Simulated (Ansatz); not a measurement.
# N-14 nuclear quadrupole resonance in TaN under strain

Cell: a structure deposited in the COD, relaxed with PBE at fixed cell and then changed (z stretched by 2 %, ions relaxed).

```
CELL_PARAMETERS angstrom
5.18500 0.00000 0.00000
-2.59250 4.49034 0.00000
0.00000 0.00000 2.96616
ATOMIC_POSITIONS crystal
Ta 0.00000 0.00000 0.00000
Ta 0.33333 0.66667 0.50000
Ta 0.66667 0.33333 0.50000
N 0.50000 0.00000 0.00000
N 0.50000 0.50000 0.00000
N 0.00000 0.50000 0.00000
```

Atoms are numbered from 1 in the order listed; like atoms form one site, named after its first atom.

Computed with Ansatz: DFT, PBE, plane waves and PAW, scalar-relativistic, collinear spin, 420 eV cutoff, Γ-centred 10×10×16 k-points, Fermi–Dirac smearing 0.05 eV. Start moments as typed (μB): 2 on each Ta, none on the rest.

N-14: I = 1, Q = 20.44 mb (year-2017 value). Static lattice, zero field.

**Question.** The simulated lines lie at 0.693, 0.711, 1.40 MHz. What are |C_Q|, η and |V_zz| at N?

**Answer.** For I = 1 the lines are ν± = (3/4)|C_Q|(1 ± η/3) and ν₀ = |C_Q|η/2. Here |C_Q| = 1.41 MHz, η = 0.98 and |V_zz| = 2.85 × 10²¹ V/m². The calculation gives V_zz positive; the lines don't show the sign. The site has 4 Ta at 2.11 Å; also 2 Ta at 2.59 Å.

With no gap above 0.1 eV, as in a metal, the gradients converge slowly in k; expect changes of a tenth or more on a denser mesh. Without spin–orbit coupling the gradients at and beside Ta can be off by some per cent, at some sites by more. The start moments die out, and the run ends without spin.
